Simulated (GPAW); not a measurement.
Set up this calculation in GPAW 26.7.0, as an ASE script.

- Task: single point
- Functional: PBEsol
- Potentials or basis: PAW data sets generated in the run's folder for this functional
- Cutoff: 600 eV
- Basis: pw
- k mesh: 9 × 9 × 4
- Occupations: fermi-dirac, width 0.05 eV
- Spin: no spin polarisation
- Maxiter: 150

The system is MoS2.

```
Mo S
1.0
     3.22746    0.00000    0.00000
    -1.61373    2.79507    0.00000
     0.00000    0.00000    6.31247
Mo S
1 2
Direct
  0.00000 0.00000 0.50000
  0.66667 0.33333 0.74468
  0.33333 0.66667 0.25532
```

Measurements of this composition are mostly on another form, of space group No. 194.

One way to write it, as run:

run.py

```python
from ase import Atoms
from ase.dft.bandgap import bandgap
from ase.io import write
from ase.units import GPa
from gpaw import GPAW, PW, setup_paths

setup_paths.insert(0, '.')

atoms = Atoms(['Mo', 'S', 'S'],
              cell=[[3.2274645616, 0.0, 0.0],
                    [-1.6137322808, 2.7950663001, 0.0],
                    [0.0, 0.0, 6.31247342]],
              scaled_positions=[[0.0, 0.0, 0.5],
                                [0.6666666667, 0.3333333333, 0.74468068],
                                [0.3333333333, 0.6666666667, 0.25531932]],
              pbc=True)

calc = GPAW(mode=PW(600),
            xc='PBEsol',
            kpts={'size': (9, 9, 4), 'gamma': True},
            occupations={'name': 'fermi-dirac', 'width': 0.05},
            nbands=25,
            convergence={'density': 1e-05, 'energy': 1e-05},
            maxiter=150,
            txt='gpaw.txt')
atoms.calc = calc
energy = atoms.get_potential_energy()
forces = atoms.get_forces()
stress = atoms.get_stress()
calc.write('gs.gpw')
write('result.traj', atoms)
print(f'Energy: {energy:.6f} eV')
print('Forces (eV/A):')
print(forces.round(4))
print('Stress (GPa):', (stress / GPa).round(3))
print('Fermi level:', round(calc.get_fermi_level(), 4), 'eV')
print(f'Gap: {bandgap(calc)[0]:.4f} eV, direct: {bandgap(calc, direct=True)[0]:.4f} eV')
```

Potentials or basis: PAW data sets generated in the run's folder for this functional, pw.

Launch:

```bash
$ gpaw-setup -f PBEsol Mo S
$ OMP_NUM_THREADS=1 python run.py
```

It gave:

* Pressure: -3.5 GPa
* Largest force: 0.020 eV/Å
* Band gap on the k mesh: none (metal or under the smearing width)

Caveat: this functional lacks dispersion, which binds the layers, so the pressure and a relaxed spacing across them are unreliable.

Wall time 35 s on 1 thread of Arm Neoverse V2, on a shared host, peak memory 0.19 GiB.
